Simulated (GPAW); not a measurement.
# SnO2 (Pnnm) in GPAW: single point with LDA

Aim: the single point of SnO2 with LDA.

All numbers are computed with GPAW 26.7.0; they aren't measurements. Logs are shortened: lines on timing, memory, paths and dates and some standing lists are left out, and cuts for length are marked. The log counts tension as positive stress, the text compression.

## (1) Starting point

The structure is orthorhombic, space group Pnnm (No. 58). The conventional cell has a = 4.788 Å, b = 4.867 Å, c = 3.241 Å, α = 90.00°, β = 90.00°, γ = 90.00°. Around Sn (site symmetry 2/m) lie 6 O at 2.09 to 2.10 Å. O (site symmetry m) is surrounded by 3 Sn at 2.09 to 2.10 Å.

The cell is a database's computed one.

## (2) Single point, LDA

File run.py:

```python
from ase.dft.bandgap import bandgap
from ase.io import write
from ase.spacegroup import crystal
from ase.units import GPa
from gpaw import GPAW, PW

# Sn 2a
# O 4g
atoms = crystal(['Sn', 'O'],
                basis=[[0.0, 0.0, 0.0],
                       [0.708145, 0.678958, 0.0]],
                spacegroup=58, setting=1,  # Pnnm
                cellpar=[4.788004, 4.866582, 3.240898, 90.0, 90.0, 90.0],
                primitive_cell=True)

calc = GPAW(mode=PW(600),
            xc='LDA',
            kpts={'size': (4, 4, 6), 'gamma': True},
            occupations={'name': 'fermi-dirac', 'width': 0.05},
            nbands=43,
            maxiter=120,
            txt='gpaw.txt')
atoms.calc = calc
energy = atoms.get_potential_energy()
forces = atoms.get_forces()
stress = atoms.get_stress()
calc.write('gs.gpw')
write('result.traj', atoms)
print(f'Energy: {energy:.6f} eV')
print('Forces (eV/A):')
print(forces.round(4))
print('Stress (GPa):', (stress / GPa).round(3))
print('Fermi level:', round(calc.get_fermi_level(), 4), 'eV')
print(f'Gap: {bandgap(calc)[0]:.4f} eV, direct: {bandgap(calc, direct=True)[0]:.4f} eV')
```

Potentials or basis: the program's PAW data sets (release 1.2.1) made for this functional, pw.

On the command line:

```sh
OMP_NUM_THREADS=1 python run.py
```

gpaw.txt:

```text
__  _  _
 | _ |_)|_||  |
 |__||  | ||/\| - 26.7.0

Input parameters:
  mode=PW(ecut=600.0),
  kpts=MonkhorstPack(size=(4, 4, 6), gamma=True),
  maxiter=120,
  nbands=43,
  occupations=Occupations(name='fermi-dirac', width=0.05),
  xc=XC(name='LDA')

Diagonalizing LCAO Hamiltonian
Converting LCAO to pw mode
    .-----------.
   /|           |
  / |           |
 *  | O  Sn     |
 |  .------O----.
 | /        O  /
 |/  O        /
 Sn----------*

Atoms  # Å, Bohr magnetons
|   | symbol |        x |        y |        z |    initial magnetic moments |
|---|--------|----------|----------|----------|-----------------------------|
| 0 |     Sn | 0.000000 | 0.000000 | 0.000000 | ( 0.0000,  0.0000,  0.0000) |
| 1 |     Sn | 2.394002 | 2.433291 | 1.620449 | ( 0.0000,  0.0000,  0.0000) |
| 2 |      O | 3.390601 | 3.304205 | 0.000000 | ( 0.0000,  0.0000,  0.0000) |
| 3 |      O | 1.397403 | 1.562377 | 0.000000 | ( 0.0000,  0.0000,  0.0000) |
| 4 |      O | 3.791405 | 0.870914 | 1.620449 | ( 0.0000,  0.0000,  0.0000) |
| 5 |      O | 0.996599 | 3.995668 | 1.620449 | ( 0.0000,  0.0000,  0.0000) |

Unit cell  # Å
| periodic |        x |        y |        z |  lengths |    angles |
|----------|----------|----------|----------|----------|-----------|
|      yes | 4.788004 | 0.000000 | 0.000000 | 4.788004 | 90.000000 |
|      yes | 0.000000 | 4.866582 | 0.000000 | 4.866582 | 90.000000 |
|      yes | 0.000000 | 0.000000 | 3.240898 | 3.240898 | 90.000000 |

Number of symmetries: 4
Symmetry operations  # r_c * U_cc + t_c -> r_c
|   | kind |            matrix            |
|---|------|------------------------------|
| 0 |  E   |  1, 0, 0,  0, 1, 0,  0, 0, 1 |
| 1 |  σ   |  1, 0, 0,  0, 1, 0,  0, 0,-1 |
| 2 |  C2  | -1, 0, 0,  0,-1, 0,  0, 0, 1 |
| 3 |  i   | -1, 0, 0,  0,-1, 0,  0, 0,-1 |

BZ-sampling:
  Number of BZ points: 96
  Number of IBZ points: 40

  Monkhorst-Pack size: [4, 4, 6]
  Monkhorst-Pack shift: [0.125, 0.125, 0.08333333333333333]

K-points  # in reciprocal-cell coordinates
|     |                                coordinates |     weight |
|-----|--------------------------------------------|------------|
|   0 | (  0.00000000,   0.00000000,   0.00000000) | 0.01041667 |
|   1 | (  0.00000000,   0.00000000,   0.16666667) | 0.02083333 |
|   2 | (  0.00000000,   0.00000000,   0.33333333) | 0.02083333 |
|   3 | (  0.00000000,   0.00000000,   0.50000000) | 0.01041667 |
|   4 | (  0.00000000,   0.25000000,   0.00000000) | 0.02083333 |
|   5 | (  0.00000000,   0.25000000,   0.16666667) | 0.04166667 |
|   6 | (  0.00000000,   0.25000000,   0.33333333) | 0.04166667 |
|   7 | (  0.00000000,   0.25000000,   0.50000000) | 0.02083333 |
|   8 | (  0.00000000,   0.50000000,   0.00000000) | 0.01041667 |
|   9 | (  0.00000000,   0.50000000,   0.16666667) | 0.02083333 |
| ... |                                            |            |
|  39 | (  0.50000000,   0.50000000,   0.50000000) | 0.01041667 |

Plane wave coefficients: 2552
Cutoff: 600.0 eV

Spin-components: 1 (collinear spins)
Bands:           43
Projectors:      32
Spin-degeneracy: 2
Datatype:        complex128

Parallelization:
  kpt:    1
  domain: 1
  band:   1

Density:
  Valence electrons: 52.0
  Components: 1
  Grid points: [28 28 20]
  Charge: 0.0  # |e|

Potential:
  Grid points: [28 28 20]

species:
  Sn:
    name:    Tin
    Z:       50.0
    valence: 14
    core:    36
    charge:  0.0  # [|e|]
    compensation charges:
      type: gauss
      rc: 0.38  # [Å]
      lmax: 2
    cutoffs:
      filter: 2.23  # [Å]
      core: 2.35  # [Å]
    projectors
    | kind |    occ | energy [eV] | rcut [Å] |
    |------|--------|-------------|----------|
    |   5s |  2.000 |     -10.799 |    1.201 |
    |   5p |  2.000 |      -3.869 |    1.270 |
    |   4d | 10.000 |     -25.910 |    1.185 |
    |    s |        |      16.413 |    1.201 |
    |    p |        |      23.342 |    1.270 |
    |    d |        |       1.302 |    1.185 |

    Using partial waves for Sn as LCAO basis

  O:
    name:    Oxygen
    Z:       8.0
    valence: 6
    core:    2
    charge:  0.0  # [|e|]
    compensation charges:
      type: gauss
      rc: 0.21  # [Å]
      lmax: 2
    cutoffs:
      filter: 1.17  # [Å]
      core: 0.83  # [Å]
    projectors
    | kind |    occ | energy [eV] | rcut [Å] |
    |------|--------|-------------|----------|
    |   2s |  2.000 |     -23.752 |    0.688 |
    |   2p |  4.000 |      -9.195 |    0.598 |
    |    s |        |       3.459 |    0.688 |
    |    p |        |      18.016 |    0.598 |
    |    d |        |       0.000 |    0.619 |

    Using partial waves for O as LCAO basis

Reference energy: -343842.805895  # eV

eigensolver:
  PPCG
  Converge bands: occupied
  niter=2

density mixing:
  MSR1-Mixer
  Pratt-step length: 0.05
  Maximum mixing coefficient: 0.75
  Old densities: 10
  SVD Regularization: 0.005
  Good broyden scale: 1.0
  Trust region scale: 1.0
  Backstep threshold: 4.0
  History deletion threshold: 6.0
  Fourier metric: weight=20.0, sigma=0.015

occupation numbers:
  Fermi-Dirac:
    width: 0.0500  # eV

poisson solver:
  ecut: 4800.0  # eV

xc functional:
  name: None

convergence criteria:
- Maximum [total energy] change in last 3 cyles: 0.0005 eV / valence electron
- Maximum integral of absolute [dens]ity change: 0.0001 electrons / valence electron
- Maximum integral of absolute [eigenst]ate change: 4e-08 eV^2 / valence electron
maximum number of iterations: 120

SCF iterations
|iter     | |      energy | eigst |  dens |
|---------|-|-------------|-------|-------|
|iter:   1| |  -48.853108 | +0.37 |       |
|iter:   2| |  -47.456811 | -1.34 | -0.88 |
|iter:   3| |  -43.520908 | -0.86 | -0.94 |
|iter:   4| |  -43.427460 | -2.79 | -1.48 |
|iter:   5| |  -43.412471 | -3.50 | -1.80 |
|iter:   6| |  -43.412533c| -4.86 | -2.91 |
|iter:   7| |  -43.412561c| -5.90 | -3.38 |
|iter:   8| |  -43.412548c| -6.34 | -3.86 |
|iter:   9| |  -43.412548c| -7.83c| -4.44c|

Converged in 9 steps
Energy contributions relative to reference atoms: (reference = -343842.805895)

Energy contributions:
  Kinetic:          44.736540
  Coulomb:         -40.668053
  Zero:             -0.124986
  External:          0.000000
  Xc:              -47.356039
  Entropy:          -0.000019
  Spinorbit:         0.000000
  ----------------------------
  Free energy:     -43.412558
  Extrapolated:    -43.412548

dipole moment: (-15.792140, -16.051311, -28.851079)  # |e|*Ang

Fermi level: 5.349
Eigenvalues  # (at kpt = [0.000, 0.000, 0.000])
| band index |      eig [eV] | occ [0-2] |
|------------|---------------|-----------|
|          0 |       -15.794 |     2.000 |
|        ... |               |           |
|         18 |         2.126 |     2.000 |
|         19 |         3.077 |     2.000 |
|         20 |         3.081 |     2.000 |
|         21 |         3.810 |     2.000 |
|         22 |         3.844 |     2.000 |
|         23 |         4.361 |     2.000 |
[... 8 lines left out ...]
|         32 |        16.035 |     0.000 |
|         33 |        16.488 |     0.000 |
|        ... |               |           |
|         42 |        24.404 |     0.000 |

Gap: 0.700 eV
Transition (v -> c):
  (s=0, k=0, n=25, [0.00, 0.00, 0.00]) -> (s=0, k=0, n=26, [0.00, 0.00, 0.00])
No difference between direct/indirect transitions

Forces  # eV/Ang
|        x |        y |       z |
|----------|----------|---------|
|  0.00000 |  0.00000 | 0.00000 |  # Sn   0
|  0.00000 |  0.00000 | 0.00000 |  # Sn   1
| -0.19182 | -0.01697 | 0.00000 |  # O    2
|  0.19182 |  0.01697 | 0.00000 |  # O    3
|  0.19207 | -0.01722 | 0.00000 |  # O    4
| -0.19207 |  0.01722 | 0.00000 |  # O    5

Stress tensor  # eV/Ang^3
|        x |        y |        z |
|----------|----------|----------|
| 0.106082 | 0.000000 | 0.000000 |
| 0.000000 | 0.107727 | 0.000000 |
| 0.000000 | 0.000000 | 0.121208 |

# Writing to gs.gpw (mode='')
```

stdout:

```text
Energy: -43.412548 eV
Forces (eV/A):
[[ 0.      0.      0.    ]
 [ 0.      0.      0.    ]
 [-0.1918 -0.017   0.    ]
 [ 0.1918  0.017   0.    ]
 [ 0.1921 -0.0172  0.    ]
 [-0.1921  0.0172  0.    ]]
Stress (GPa): [16.996 17.26  19.42   0.     0.     0.   ]
Fermi level: 5.3494 eV
Gap: 0.6998 eV, direct: 0.6998 eV
```

Wall time 52 s (1 thread of Intel Xeon at 2.60GHz (Ice Lake), shared host); peak memory 0.25 GiB.

What came out:

```yaml
Free_energy: -43.4126 eV
Pressure: -17.9 GPa
Largest_force: 0.193 eV/Å
Band_gap_on_the_k_mesh: 0.70 eV, direct
```

Forces in eV/Å, atoms in the order of the input:
```
Sn   0.000  0.000  0.000
Sn   0.000  0.000  0.000
O   -0.192 -0.017  0.000
O    0.192  0.017  0.000
O    0.192 -0.017  0.000
O   -0.192  0.017  0.000
```

Stress tensor (GPa, compression positive):
```
-17.00   0.00   0.00
  0.00 -17.26   0.00
  0.00   0.00 -19.42
```

Levels at points of the mesh, in eV from the valence-band top:
| k point | band 24 | band 25 | band 26 | band 27 | band 28 | band 29 |
| --- | --- | --- | --- | --- | --- | --- |
| (0.00, 0.00, 0.00) | -0.63 | -0.62 | 0.00 | 0.70 | 5.53 | 5.86 |
| (0.00, 0.00, 0.50) | -1.46 | -1.04 | -1.04 | 5.46 | 5.46 | 9.20 |
| (0.00, 0.50, 0.00) | -1.11 | -0.56 | -0.56 | 3.89 | 3.89 | 6.88 |
| (0.00, 0.50, 0.50) | -1.04 | -0.61 | -0.61 | 5.66 | 5.66 | 7.36 |
| (0.50, 0.00, 0.00) | -1.13 | -0.44 | -0.44 | 3.73 | 3.73 | 6.43 |
| (0.50, 0.00, 0.50) | -0.82 | -0.72 | -0.72 | 5.76 | 5.76 | 7.58 |
| (0.50, 0.50, 0.00) | -1.24 | -0.72 | -0.72 | 4.20 | 4.20 | 7.01 |
| (0.50, 0.50, 0.50) | -0.84 | -0.66 | -0.66 | 4.25 | 4.25 | 8.44 |

Caveat: the cutoff is short for stress and forces, so pressures can be off by a GPa or more; so large a pressure means that the cell lies far from this level's equilibrium, or that cutoff or potentials fall short; spin-orbit coupling is left out, which moves the levels of the heavy elements. Expect the measured gap to be larger: semilocal functionals such as LDA lack the derivative discontinuity.
